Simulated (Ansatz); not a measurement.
# Zr (bcc type): how the settings move a single-point run

Aim: see which settings change the result for Zr (bcc type), by how much, and at what cost.

Method: reference: DFT, PBE, all-electron LAPW, scalar-relativistic, in Ansatz 0.2.0.

2 further runs of the same task are left out: 1 that didn't finish, 1 set aside as unsound or not needed.

**1. The structure to begin with**

The structure is tetragonal, space group I4/mmm (No. 139). The conventional cell has a = 3.649 Å, b = 3.649 Å, c = 3.432 Å, α = 90.00°, β = 90.00°, γ = 90.00°. Zr (site symmetry 4/mmm) is surrounded by 10 Zr at 3.10 to 3.43 Å.

Structure file:

```cif
data_structure
_symmetry_space_group_name_H-M 'I4/mmm'
_symmetry_Int_Tables_number 139
_cell_length_a 3.6486
_cell_length_b 3.6486
_cell_length_c 3.4319
_cell_angle_alpha 90.000
_cell_angle_beta 90.000
_cell_angle_gamma 90.000
_cell_volume 45.69
loop_
_atom_site_label
_atom_site_type_symbol
_atom_site_symmetry_multiplicity
_atom_site_Wyckoff_symbol
_atom_site_fract_x
_atom_site_fract_y
_atom_site_fract_z
_atom_site_occupancy
Zr1 Zr 2 a 0.00000 0.00000 0.00000 1
```

**2. The reference run**

input.yaml

```yaml
crystal:
  lattice:
    - [-1.8242946289, 1.8242946289, 1.7159389367]
    - [1.8242946289, -1.8242946289, 1.7159389367]
    - [1.8242946289, 1.8242946289, -1.7159389367]
  atoms:
    - { symbol: Zr, position: [0.0, 0.0, 0.0] }
kpoints:
  mp_grid: { grid: [16, 16, 16] }
scf:
  occupations: { method: fermi_dirac, width: 0.05 }
hamiltonian:
  xc: pbe
  pseudopotentials: { kind: all_electron, lapw: { basis_error: 0.00025 } }
output:
  forces: true
  stress: true
  eigenvalues: true
```

Launch:

```
> ansatz run input.yaml --threads 1 --pin off --max-ram 2048MiB --backend cpu --events-out ev --progress --plain --runs-dir out
```

**3. Changed: mp_grid.shift [0.5, 0.5, 0.5], occupations.width 0.15, preconditioner resta**

Edit input.yaml of step 2 so:

```diff
@@ -8,5 +8,6 @@
 kpoints:
-  mp_grid: { grid: [16, 16, 16] }
+  mp_grid: { grid: [16, 16, 16], shift: [0.5, 0.5, 0.5] }
 scf:
-  occupations: { method: fermi_dirac, width: 0.05 }
+  occupations: { method: fermi_dirac, width: 0.15 }
+  mixing: { preconditioner: resta }
 hamiltonian:
```

What does the calculation give? Wanted: for each run, ending; energy change; pressure; gap; force.

The runs gave:

| run | ending | energy change | pressure (GPa) | gap (eV) | force (eV/Å) | cycles | time |
| --- | --- | --- | --- | --- | --- | --- | --- |
| reference | converged | 0 | 0.1 | 0.00 | 0.00 | 7 | 24 s |
| 1: mp_grid.shift [0.5, 0.5, 0.5], occupations.width 0.15, preconditioner resta | converged | +0.2 meV/atom (σ→0) | 0.8 | 0.00 | 0.00 | 5 | 21 s |

Residual by cycle in the longest SCF loop of each run; runs are numbered as in the table. The quantity is the density residual dr2, in eV.

| cycle | reference | run 1 |
| --- | --- | --- |
| 1 | 0.0388 | 0.0393 |
| 2 | 0.0119 | 0.00318 |
| 3 | 0.00439 | 3.0e-4 |
| 4 | 7.4e-4 | 5.3e-6 |
| 5 | 3.8e-5 | 1.8e-8 |
| 6 | 1.9e-6 | - |
| 7 | 1.9e-8 | - |

Changing the k-point mesh, smearing and mixing moves the energy by +0.2 meV/atom (σ→0 values), and the pressure goes from 0.1 to 0.8 GPa. More than one kind of setting changed, and this run alone doesn't tell their shares apart.
